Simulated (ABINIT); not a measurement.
SiNi:

```
Ni Si
1.0
     2.94277    0.00000    0.00000
     0.00000    3.28033    0.00000
     0.00000    0.00000    4.67745
Ni Si
2 2
Cartesian
  1.4714 1.6402 1.6020
  0.0000 0.0000 3.0754
  1.4714 1.6402 3.9438
  0.0000 0.0000 0.7337
```

The cell is a database's computed one.

| Quantity | Value |
| --- | --- |
| Program | ABINIT 10.8.3 (patched build) |
| Task | single point |
| Functional | PBE |
| Potentials or basis | JTH PAW PBE v2.0 |
| Cutoff | 1116 eV |
| k mesh | 9 × 8 × 6 |
| Occupations | fermi-dirac, width 0.05 eV |
| Spin | collinear spin, ferromagnetic start |
| Starting moments | [1.0, 1.0, 0.0, 0.0] μB |

On this cell: pressure 7.0 GPa; largest force 0.045 eV/Å; net moment 0.00 μB per cell; band gap on the k mesh none (metal or under the smearing width).

The same run follows on a disturbed copy (atoms moved at random, drawn with an rms of 0.05 Å):

```xyz
4
Lattice="2.9428 0.0000 0.0000 0.0000 3.2803 0.0000 0.0000 0.0000 4.6774" Properties=species:S:1:pos:R:3 pbc="T T T"
Ni    1.4487    1.6371    1.5839
Ni   -0.0089   -0.0292    3.0595
Si    1.4748    1.6705    3.9518
Si   -0.0228    0.0048    0.7216
```

**Question.** What changes?

**Answer.** The energy (extrapolated to zero smearing) moves by +4.1 meV/atom; pressure 7.1 GPa; largest force 0.478 eV/Å; net moment 0.00 μB per cell; band gap on the k mesh none (metal or under the smearing width).

Forces in eV/Å, atoms in the order of the input:
```
Ni   0.053 -0.024  0.256
Ni   0.004  0.383  0.037
Si  -0.103 -0.371 -0.283
Si   0.046  0.011 -0.010
```

Stress tensor (GPa, compression positive):
```
 7.16  0.08  0.16
 0.08  7.29 -0.14
 0.16 -0.14  6.84
```

Caveats: small starting moments can end in a higher magnetic state in this program.
